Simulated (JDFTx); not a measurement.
The system is Os.

```
Os
1.0
     0.00000    1.94500    1.94500
     1.94500    0.00000    1.94500
     1.94500    1.94500    0.00000
Os
1
Direct
  0.00000 0.00000 0.00000
```

This isn't the form of Os at room conditions, which is hcp.

| Item | Value |
| --- | --- |
| Program | JDFTx 1.7.0 (patched build) |
| Task | single point |
| Functional | PBE |
| Potentials or basis | PseudoDojo-SR-PBE-0.5-standard |
| Cutoff | 1007 eV |
| Density cutoff | 4027 eV |
| k mesh | 12 × 12 × 12 |
| Occupations | fermi-dirac, width 0.05 eV |
| Spin | no spin polarisation |

On this cell: pressure -10.5 GPa; band gap on the k mesh none (metal or under the smearing width).

The same run follows on a disturbed copy (cell strained at random at fixed volume):

```
Os
1.0
     0.03202    1.94743    1.94431
     1.93066    0.01867    1.95766
     1.95368    1.98379   -0.00434
Os
1
Direct
  0.98977 0.99974 0.99869
```

What does the disturbed cell give?

The energy (extrapolated to zero smearing) moves by +15.3 meV/atom; pressure -10.1 GPa; band gap on the k mesh none (metal or under the smearing width).

Stress tensor (GPa, compression positive):
```
 -6.85  -9.03  -1.47
 -9.03 -11.72   2.66
 -1.47   2.66 -11.76
```
